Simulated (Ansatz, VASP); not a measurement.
**I in VASP and in Ansatz**

```xyz
1
Lattice="0.0000 2.4973 3.5084 2.3143 0.0000 3.5084 2.3143 2.4973 0.0000" Properties=species:S:1:pos:R:3 pbc="T T T"
I     0.0000    0.0000    0.0000
```

Alike in both runs: task single point; functional LDA; k mesh 18 × 18 × 18; occupations gaussian, width 0.15 eV; no spin polarisation.

|  | VASP | Ansatz |
| --- | --- | --- |
| version | VASP 6.6.1 | Ansatz 0.2.0 |
| potentials or method | VASP PAW LDA potentials, release 64 (I) | scalar-relativistic, plane waves, PAW |
| plane-wave cutoff (eV) | 520 | 420 |
| valence electrons in the cell | 7 | 17 |

|  | VASP | Ansatz | Ansatz less VASP |
| --- | --- | --- | --- |
| gap on the k mesh at the Fermi level (eV) | none | none | - |
| pressure (GPa) | -4.7 | -4.7 | +0.01 |
| largest component of the traceless stress (GPa) | 4.70 | 4.70 | +0.002 |

A gap of «none» marks a metal or a gap that the smearing closes. The two sets of potentials don't hold the same shells in valence.

Caveats: an odd number of electrons without spin polarisation forces a metal; a magnetic or distorted state may lie lower. Spin-orbit coupling is left out, which matters for the levels of I.
